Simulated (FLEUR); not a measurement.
# Sb (P6_3/mmc) in FLEUR: a series of runs

Runs on Sb. Level: PBEsol. Tasks: single point.

All numbers are computed with FLEUR MaX-R8.1 (later development tree); they aren't measurements. Logs are shortened: lines on timing, memory, paths and dates and some standing lists are left out, and cuts for length are marked.

## (1) Starting point

The structure is hexagonal, space group P6_3/mmc (No. 194). Conventional cell: a = 3.355 Å, b = 3.355 Å, c = 5.470 Å, α = 90.00°, β = 90.00°, γ = 120.00°. Around Sb (site symmetry -6m2) lie 12 Sb at 3.35 Å.

This isn't the form of Sb at room conditions, which is rhombohedral.

## (2) Single point, PBEsol

inp.xml

```xml
<?xml version="1.0" encoding="UTF-8" standalone="no"?>
<fleurInput fleurInputVersion="0.39">
   <comment>
      Sb                                                                                                  
   </comment>
   <calculationSetup>
      <cutoffs Kmax="4.1" Gmax="12.7" GmaxXC="12.7" numbands="0"/>
      <scfLoop itmax="60" minDistance="0.00001" maxIterBroyd="15" imix="Anderson" alpha="0.05" precondParam="0.0" spinf="2.0" sdNocoIR="T"/>
      <coreElectrons ctail="T" frcor="F" kcrel="0" coretail_lmax="0"/>
      <xcFunctional name="PBEs" relativisticCorrections="F"/>
      <magnetism jspins="1"/>
      <soc l_soc="F" theta="0.0" phi="0.0" spav="F"/>
      <expertModes spex="0" secvar="F"/>
      <geometryOptimization l_f="T" forcealpha="1.0" forcemix="BFGS" epsdisp="0.0005" epsforce="0.0002"/>
      <ldaU l_linMix="F" mixParam="0.05" spinf="1.0"/>
   </calculationSetup>
   <cell>
      <bzIntegration valenceElectrons="42.0" mode="hist" fermiSmearingEnergy="0.00183747">
         <kPointListSelection listName="default-1"/>
         <!-- k-points included here -->
         <xi:include xmlns:xi="http://www.w3.org/2001/XInclude" href="kpts.xml"> </xi:include>
      </bzIntegration>
      <!-- symmetry operations included here -->
      <xi:include xmlns:xi="http://www.w3.org/2001/XInclude" href="sym.xml"> </xi:include>
      <bulkLattice scale="1.0">
         <bravaisMatrix>
            <row-1>    6.3391475472460419     0.0000000000000000     0.0000000000000000</row-1>
            <row-2>   -3.1695737736230210     5.4898628142036516     0.0000000000000000</row-2>
            <row-3>    0.0000000000000000     0.0000000000000000    10.3371054860639173</row-3>
         </bravaisMatrix>
      </bulkLattice>
   </cell>
   <atomSpecies>
      <species name="Antimony (Sb)" element="Sb" atomicNumber="51">
         <mtSphere radius="2.66" gridPoints="879" logIncrement="0.015"/>
         <atomicCutoffs lmax="10" lnonsphr="10"/>
         <electronConfig flipSpins="F">
            <coreConfig>(1s1/2) (2s1/2) (2p1/2) (2p3/2) (3s1/2) (3p1/2) (3p3/2) (4s1/2) (3d3/2) (3d5/2)</coreConfig>
            <valenceConfig>(4p1/2) (4p3/2) (5s1/2) (4d3/2) (4d5/2) (5p1/2) (5p3/2)</valenceConfig>
            <stateOccupation state="(5p1/2)" spinUp="0.500000" spinDown="0.500000"/>
            <stateOccupation state="(5p3/2)" spinUp="1.000000" spinDown="1.000000"/>
         </electronConfig>
         <energyParameters s="5" p="5" d="5" f="4"/>
         <lo type="SCLO" l="1" n="4" eDeriv="0"/>
         <lo type="SCLO" l="1" n="4" eDeriv="1"/>
         <lo type="SCLO" l="2" n="4" eDeriv="0"/>
         <lo type="SCLO" l="2" n="4" eDeriv="1"/>
         <lo type="SCLO" l="0" n="5" eDeriv="2"/>
         <lo type="SCLO" l="3" n="4" eDeriv="2"/>
      </species>
   </atomSpecies>
   <atomGroups>
      <atomGroup species="Antimony (Sb)">
         <relPos label="                   1">-1.000/3.000 1.000/3.000 -1.000/4.000</relPos>
         <relPos label="                   2">1.000/3.000 -1.000/3.000 1.000/4.000</relPos>
         <force calculate="T" relaxXYZ="TTT"/>
      </atomGroup>
   </atomGroups>
   <output dos="F" band="F" slice="F">
      <checks vchk="F" cdinf="F"/>
      <bandDOS minEnergy="-.5*Htr" maxEnergy="0.5*Htr" sigma="0.015" storeEVData="T"/>
      <vacuumDOS vacdos="F" integ="F" star="F" nstars="0" locx1="0.0" locy1="0.0" locx2="0.0" locy2="0.0" nstm="0" tworkf="0.0"/>
      <unfoldingBand unfoldBand="F" supercellX="1" supercellY="1" supercellZ="1"/>
      <plotting iplot="0" polar="F">
         <plot TwoD="T" vec1="  1.0  0.0  0.0" vec2="  0.0  1.0  0.0" vec3="  0.0  0.0  1.0" zero="  0.0  0.0  0.0" file="plot"/>
      </plotting>
      <chargeDensitySlicing numkpt="0" minEigenval="0.0" maxEigenval="0.0" nnne="0" pallst="F"/>
      <specialOutput eonly="F"/>
      <moessbauerParams electricFieldGradient="T" isomerShift="T" coreHyperfine="T" valenceHyperfine="T"/>
      <magneticCircularDichroism mcd="F" energyLo="-10.0" energyUp="0.0"/>
   </output>
  <!-- We include the file relax.xml here to enable relaxations (see documentation) -->
  <xi:include xmlns:xi="http://www.w3.org/2001/XInclude" href="relax.xml"> <xi:fallback/> </xi:include>
</fleurInput>
```

crystal.txt

```
Sb
&input cartesian=F /
3.3545324186  0.0000000000  0.0000000000
-1.6772662093  2.9051102923  0.0000000000
0.0000000000  0.0000000000  5.4701606500
1.8897261246
1.0 1.0 1.0

2
51 0.6666666666  0.3333333332  0.7500000000
51 0.3333333332  0.6666666666  0.2500000000

&kpt div1=9 div2=9 div3=5 gamma=T /
```

Potentials or basis: all-electron, FLAPW.

Run with:

```
> inpgen -f crystal.txt -profile fastHighL
> # inp.xml edited to the form shown
> fleur_MPI
```

Standard output:

```text
Welcome to FLEUR        (www.flapw.de)
      MaX-Release 8.1          (www.max-centre.eu)

 ========== k-point set info ==========
 Selected k-point list: default-1
 k-point list type: mesh
 9 x 9 x 5
 Number of k points: 36

 ------------Calculation Setup---------------------------
 Number of MPI-tasks      :            1
 Number of PE/node        :            1
 Number of OMP-threads    :            1
 Most efficient MPI parallelization for:
           1           2           3           4           6           9          12          18          36
 Additional eigenvalue parallelization possible
 Number of basis functions:          514
 Approximate size of matrices (H+S) per k-point:         0.004 GB
 --------------------------------------------------------
 Iteration:     1   Distance:       4.74412437 me/bohr^3
 Iteration:     2   Distance:       4.43814638 me/bohr^3
 Iteration:     3   Distance:       1.32102792 me/bohr^3
 Iteration:     4   Distance:       0.12433145 me/bohr^3
 Iteration:     5   Distance:       0.11160530 me/bohr^3
 Iteration:     6   Distance:       0.00939693 me/bohr^3
 Iteration:     7   Distance:       0.00221725 me/bohr^3
 Iteration:     8   Distance:       0.00182142 me/bohr^3
 Iteration:     9   Distance:       0.00007540 me/bohr^3
 Iteration:    10   Distance:       0.00004540 me/bohr^3
 Iteration:    11   Distance:       0.00002041 me/bohr^3
 Iteration:    12   Distance:       0.00000081 me/bohr^3

 ********************************************************************
 Run finished successfully
 Stop message:
   Structural relaxation: Done
 ********************************************************************
```

out.xml (last iteration):

```text
<iteration numberForCurrentRun="   13" overallNumber="   13">
         <energyParameters units="Htr">
            <atomicEP atomType="1" spin="1" branch="5s" branchLowest="-4.99" branchHighest="0.52" value="-0.0390879485"/>
            <atomicEP atomType="1" spin="1" branch="5p" branchLowest="-3.26" branchHighest="1.14" value="0.2215640372"/>
            <atomicEP atomType="1" spin="1" branch="5d" branchLowest="-0.74" branchHighest="2.23" value="0.4484452200"/>
            <atomicEP atomType="1" spin="1" branch="4f" branchLowest="-9.99" branchHighest="1.71" value="0.6015337197"/>
            <loAtomicEP atomType="1" spin="1" branch="4p" branchLowest="-27.06" branchHighest="-3.26" value="-3.2702977443"/>
            <loAtomicEP atomType="1" spin="1" branch="4p" branchLowest="-27.06" branchHighest="-3.26" value="-3.2702977443"/>
            <loAtomicEP atomType="1" spin="1" branch="4d" branchLowest="-18.47" branchHighest="-0.74" value="-0.7553675776"/>
            <loAtomicEP atomType="1" spin="1" branch="4d" branchLowest="-18.47" branchHighest="-0.74" value="-0.7553675776"/>
            <loAtomicEP atomType="1" spin="1" branch="5s" branchLowest="-4.99" branchHighest="0.52" value="-0.0390879485"/>
            <loAtomicEP atomType="1" spin="1" branch="4f" branchLowest="-9.99" branchHighest="1.71" value="0.6015346229"/>
         </energyParameters>
         <eigenvalues>
            <eigenvaluesAt spin="1" ikpt="1" k_x="0.00000000" k_y="0.00000000" k_z="0.00000000">
                      -3.2605806283       -3.2605246733       -3.2602228465       -3.2602228465       -3.2602125012
                      -3.2602125012       -0.7594770802       -0.7591386983       -0.7588061449       -0.7588061449
                      -0.7586435209       -0.7586435209       -0.7584608257       -0.7584608257       -0.7565466125
                      -0.7565466125       -0.1631193492       -0.0221254922        0.0989806584        0.4475886767
                       0.4475886767        0.5082090496        0.5082090496        0.5168838749        0.6042412011
                       0.6487418256        0.6979820467        0.6979820467        0.7236015642        0.7496360979
                       0.7639109302        0.7639109302        0.7850866750
            </eigenvaluesAt>
            <eigenvaluesAt spin="1" ikpt="2" k_x="0.00000000" k_y="0.00000000" k_z="0.20000000">
                      -3.2605752836       -3.2605300851       -3.2602218561       -3.2602218561       -3.2602134814
                      -3.2602134814       -0.7594410016       -0.7591658515       -0.7590004855       -0.7590004855
                      -0.7587348092       -0.7587348092       -0.7580686685       -0.7580686685       -0.7566536693
                      -0.7566536693       -0.1557523047       -0.0526370820        0.1443808538        0.4509413764
                       0.4530434432        0.4530434432        0.5026993957        0.5026993957        0.6097270697
                       0.6593636083        0.6840256712        0.6840256712        0.6908277025        0.7285730806
                       0.7285730806        0.7590589285        0.8217480827
            </eigenvaluesAt>
            <eigenvaluesAt spin="1" ikpt="3" k_x="0.00000000" k_y="0.00000000" k_z="0.40000000">
                      -3.2605613023       -3.2605440609       -3.2602192621       -3.2602192621       -3.2602160742
                      -3.2602160742       -0.7593474598       -0.7592424001       -0.7590642122       -0.7590642122
                      -0.7589306785       -0.7589306785       -0.7574861642       -0.7574861642       -0.7569773828
                      -0.7569773828       -0.1338048753       -0.0981123832        0.2339099026        0.3403529766
                       0.4679231220        0.4679231220        0.4872282980        0.4872282980        0.6262926336
                       0.6539022392        0.6773753391        0.6773753391        0.6809254441        0.6935915402
                       0.6935915402        0.7141361428        0.8922686067
            </eigenvaluesAt>
            <eigenvaluesAt spin="1" ikpt="4" k_x="0.00000000" k_y="0.11111111" k_z="0.00000000">
                      -3.2605787427       -3.2605258221       -3.2602275333       -3.2602244522       -3.2602175718
                      -3.2602136745       -0.7594473367       -0.7591162644       -0.7587067143       -0.7585749696
                      -0.7585612191       -0.7584970644       -0.7584928752       -0.7583286405       -0.7567125503
                      -0.7565141019       -0.1550760232       -0.0151561532        0.1074105983        0.3776668436
                       0.4207002324        0.4673358473        0.5075396461        0.5112447639        0.6007673874
                       0.6584252587        0.6852945225        0.7067916202        0.7182510146        0.7286337823
                       0.7408708561        0.7426616823        0.7672519040
            </eigenvaluesAt>
         </eigenvalues>
         <bandgap value="0.0168048758" units="eV"/>
         <sumValenceSingleParticleEnergies value="-53.1007649839" units="Htr"/>
         <FermiEnergy value="0.3116546578" units="Htr"/>
         <valenceDensity>
            <mtCharges spin="1">
               <mtCharge atomType="1" total="19.0279267" s="1.5047812" p="7.4575602" d="10.0465083" f="0.0171558"/>
            </mtCharges>
            <spinDependentCharge spin="1" total="42.0000000" interstitial="3.9441467" mtSpheres="38.0558533"/>
            <totalCharge value="42.0000000000"/>
         </valenceDensity>
         <coreStates atomType="     1" atomicNumber=" 51" spin="1" kinEnergy="   6570.7627087766" eigValSum="  -3894.4866830384" lostElectrons=" 0.000023">
            <state n="1" l="0" j="0.5" energy="-1111.9372420089" weight="1.0000000000"/>
            <state n="2" l="0" j="0.5" energy="-168.7695281473" weight="1.0000000000"/>
            <state n="2" l="1" j="0.5" energy="-157.8823600416" weight="1.0000000000"/>
            <state n="2" l="1" j="1.5" energy="-148.6350087755" weight="2.0000000000"/>
            <state n="3" l="0" j="0.5" energy="-32.7041391980" weight="1.0000000000"/>
            <state n="3" l="1" j="0.5" energy="-28.2534800653" weight="1.0000000000"/>
            <state n="3" l="1" j="1.5" energy="-26.5472063593" weight="2.0000000000"/>
            <state n="4" l="0" j="0.5" energy="-4.9871290057" weight="1.0000000000"/>
            <state n="3" l="2" j="1.5" energy="-18.6818713741" weight="2.0000000000"/>
            <state n="3" l="2" j="2.5" energy="-18.3270966782" weight="3.0000000000"/>
         </coreStates>
         <allElectronCharges>
            <spinDependentCharge spin="1" total="102.0000000" interstitial="3.9441922" mtSpheres="98.0558078"/>
            <totalCharge value="101.9999999935"/>
         </allElectronCharges>
         <moessbauerParams unitsHFF="kG" unitsIS="e/bohr^3" unitsEFG="Htr/bohr^2">
            <coreIsomerShift atomType="1" isTotal="212345.45126">
               <shell n="1" l="0" isomerShift="184705.68620"/>
               <shell n="2" l="0" isomerShift="21815.97837"/>
               <shell n="2" l="1" isomerShift="549.68730"/>
               <shell n="3" l="0" isomerShift="4273.88822"/>
               <shell n="3" l="1" isomerShift="116.57302"/>
               <shell n="4" l="0" isomerShift="883.63813"/>
               <shell n="3" l="2" isomerShift="0.00002"/>
            </coreIsomerShift>
            <isomerShift atomType="1" nucleusRadius="0.0001171" averageDensity="212446.98646"/>
            <electricFieldGradient atomType="1" VXX="-0.11164" VYY="-0.11164" VZZ="0.22328" asymParam="0.00000">
            </electricFieldGradient>
         </moessbauerParams>
         <totalEnergy                                    value="   -12961.5314418517" units="Htr">
            <sumOfEigenvalues                            value="    -7842.0741310608">
               <coreElectrons value="-7788.9733660769"/>
               <valenceElectrons value="-53.1007649839"/>
            </sumOfEigenvalues>
            <densityCoulombPotentialIntegral value="-21074.5003855175"/>
            <densityEffectivePotentialIntegral value="-21515.9947363356"/>
            <chargeDenXCDenIntegral value="-335.7703832958"/>
            <FockExchangeEnergyValence value="0.0000000000"/>
            <FockExchangeEnergyCore value="0.0000000000"/>
            <atomTypeDependentContributions atomType="1">
               <electronNucleiInteractionDifferentMTs value="15710.2842005200"/>
               <MadelungTerm value="-52.1472705519"/>
            </atomTypeDependentContributions>
            <tkbTimesEntropy value="0.0004411480"/>
            <freeEnergy value="-12961.5318829997"/>
            <extrapolationTo0K value="-12961.5316624257"/>
         </totalEnergy>
         <totalForcesOnRepresentativeAtoms units="Htr/bohr">
            <forceTotal atomType="1" x="-3.169574" y="1.829954" z="-2.584276" F_x="0.00000000" F_y="0.00000000" F_z="0.00000000"/>
         </totalForcesOnRepresentativeAtoms>
      </iteration>
```

Run time: 61 s. Hardware: 1 thread of Arm Neoverse V1, shared host; peak memory 0.07 GiB.

What came out:

| Quantity | Value |
| --- | --- |
| Free energy | -352701.2504 eV |
| Band gap on the k mesh | none (metal or under the smearing width) |
| Valence electrons inside the program's atomic spheres | Sb 19.03 (radii Sb 2.66 bohr) |

Levels at points of the mesh, in eV from the Fermi level:
```tsv
k point	band 17	band 18	band 19	band 20	band 21	band 22	band 23	band 24	band 25	band 26
(0.00, 0.00, 0.00)	-12.92	-9.08	-5.79	3.70	3.70	5.35	5.35	5.58	7.96	9.17
```

Core levels (eV from the Fermi level):
| atom | levels |
| --- | --- |
| 1 Sb | 1s1/2 -30265.8, 2s1/2 -4600.9, 2p1/2 -4304.7, 2p3/2 -4053.0, 3s1/2 -898.4, 3p1/2 -777.3, 3p3/2 -730.9, 4s1/2 -144.2, 3d3/2 -516.8, 3d5/2 -507.2 |
| 2 Sb | 1s1/2 -30265.8, 2s1/2 -4600.9, 2p1/2 -4304.7, 2p3/2 -4053.0, 3s1/2 -898.4, 3p1/2 -777.3, 3p3/2 -730.9, 4s1/2 -144.2, 3d3/2 -516.8, 3d5/2 -507.2 |

Spin-orbit coupling is left out, which matters for the levels of Sb.

## (3) Single point, PBEsol (atoms moved at random, drawn with an rms of 0.05 Å)

inp.xml: that of step 2 with these lines changed.

```diff
@@ -53,4 +53,4 @@
       <atomGroup species="Antimony (Sb)">
-         <relPos label="                   1">-1.000/3.000 1.000/3.000 -1.000/4.000</relPos>
-         <relPos label="                   2">1.000/3.000 -1.000/3.000 1.000/4.000</relPos>
+         <relPos label="                   1">-.3213875000 .3359535000 -.2520300000</relPos>
+         <relPos label="                   2">.3213875000 -.3359535000 .2520300000</relPos>
          <force calculate="T" relaxXYZ="TTT"/>
```

crystal.txt: that of step 2 with these lines changed.

```diff
@@ -9,4 +9,4 @@
 2
-51 0.6666666666  0.3333333332  0.7500000000
-51 0.3333333332  0.6666666666  0.2500000000
+51 0.6781860000  0.3344730000  0.7515460000
+51 0.3209610000  0.6625660000  0.2556060000
```

Potentials or basis: all-electron, FLAPW.

Run with:

```
> inpgen -f crystal.txt -profile fastHighL
> # inp.xml edited to the form shown
> fleur_MPI
```

Run time: 9.1 min. Hardware: 1 thread of Arm Neoverse V1, shared host; peak memory 0.14 GiB.

Results (log left out):

- Free energy: -352701.2521 eV
- Largest force: 0.042 eV/Å
- Band gap on the k mesh: none (metal or under the smearing width)
- Valence electrons inside the program's atomic spheres: Sb 19.03 (radii Sb 2.66 bohr)

Forces in eV/Å, atoms in the order of the input:
```
Sb   0.026  0.006 -0.032
Sb  -0.026 -0.006  0.032
```

Levels at points of the mesh, in eV from the Fermi level:
```csv
k point,band 19,band 20,band 21,band 22,band 23,band 24
"(0.00, 0.00, 0.00)",-5.80,3.60,3.80,5.21,5.47,5.58
```

Core levels (eV from the Fermi level):
```csv
atom,levels
1 Sb,"1s1/2 -30265.8, 2s1/2 -4600.9, 2p1/2 -4304.7, 2p3/2 -4053.1, 3s1/2 -898.4, 3p1/2 -777.3, 3p3/2 -730.9, 4s1/2 -144.2, 3d3/2 -516.8, 3d5/2 -507.2"
2 Sb,"1s1/2 -30265.8, 2s1/2 -4600.9, 2p1/2 -4304.7, 2p3/2 -4053.1, 3s1/2 -898.4, 3p1/2 -777.3, 3p3/2 -730.9, 4s1/2 -144.2, 3d3/2 -516.8, 3d5/2 -507.2"
```

The run has no spin-orbit coupling, so splittings on Sb are missing.
